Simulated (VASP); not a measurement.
Wanted: the native input for a VASP 6.6.1 run.

```
Task                   : relaxation of cell and atoms
Functional             : LDA
Potentials or basis    : VASP PAW LDA potentials, release 64 (Ta_pv, C)
Cutoff                 : 600 eV
k mesh                 : 14 × 14 × 14
Occupations            : methfessel-paxton, width 0.1 eV
Spin                   : no spin polarisation
Target pressure        : 43.6 GPa
Further INCAR settings : ALGO = Normal; EDIFF = 1e-07; IBRION = 2; EDIFFG = -0.005; NSW = 90; ISIF = 3
Target pressure        : 43.6 GPa
```

The structure of TaC lies in POSCAR:

```
TaC                                     
1.0
    0.0000000000      2.1386326196      2.1386326196
    2.1386326196     -0.0000000000      2.1386326196
    2.1386326196      2.1386326196      0.0000000000
  Ta              C             
     1     1
Direct
     0.0000000000000000    0.0000000000000000    0.0000000000000000
     0.5000000000000000    0.5000000000000000    0.5000000000000000
```

These files were run (other wordings do the same):

INCAR

```
SYSTEM = TaC
PREC = Accurate ; ENCUT = 600
EDIFF = 1E-7 ; ISMEAR = 1
SIGMA = 0.1 ; LREAL = .False.
LASPH = .True. ; NELM = 80
ALGO = Normal ; ISIF = 3
LWAVE = .False. ; LCHARG = .False.
GGA = CA ; IBRION = 2
NSW = 90 ; EDIFFG = -0.005
PSTRESS = 436.0
```

KPOINTS

```
Automatic mesh
0
Gamma
  14 14 14
  0 0 0
```

Potentials or basis: VASP PAW LDA potentials, release 64 (Ta_pv, C).

Command:

```bash
$ cat potpaw_LDA.64/Ta_pv/POTCAR potpaw_LDA.64/C/POTCAR > POTCAR
$ mpirun -np 1 vasp_std > vasp.out
```

It gave:

| Property | Result |
| --- | --- |
| Pressure after relaxing | 43.7 GPa |
| Band gap on the k mesh | none (metal or under the smearing width) |

Caveat: the relaxation stopped at its first step, so nothing moved; the cell is relaxed towards a set pressure, so the enthalpy falls and the energy may rise.

Run time: 7.2 s on 1 thread of Intel(R) Xeon(R) 6975P-C (Granite Rapids), on a shared host, peak memory 0.15 GiB.
